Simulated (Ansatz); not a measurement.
# Au in Ansatz: the effect of functional

The system is Au.

```
CELL_PARAMETERS angstrom
1.38250 -2.50376 0.00000
1.38250 2.50376 0.00000
0.00000 0.00000 4.79328
ATOMIC_POSITIONS crystal
Au 0.33467 0.66533 0.25000
Au 0.66533 0.33467 0.75000
```

This isn't the form of Au at room conditions, which is fcc.

The cell isn't the ideal one: volume scaled by 0.94.

Alike in all runs:

```yaml
Program: Ansatz 0.2.0
Task: single point
Potentials_or_basis: Ansatz PAW
k_mesh: 11 × 11 × 6
Occupations: fermi-dirac, width 0.05 eV
Spin: no spin polarisation
```

```tsv
functional	cutoff	pressure (GPa)
LDA	420 eV (not typed: the program's choice for these potentials)	?
PBEsol	420 eV (not typed: the program's choice for these potentials)	5.3
r2SCAN	500 eV (not typed: the program's choice for these potentials)	10.7
```

Q: What does the run with functional LDA give?

A: Pressure 0.4 GPa.

Caveats: the PAW data sets come from PBE, with cores solved anew for the run's functional, which leaves a small shift of forces and pressure.

Runs at the PBE level aren't shown here.
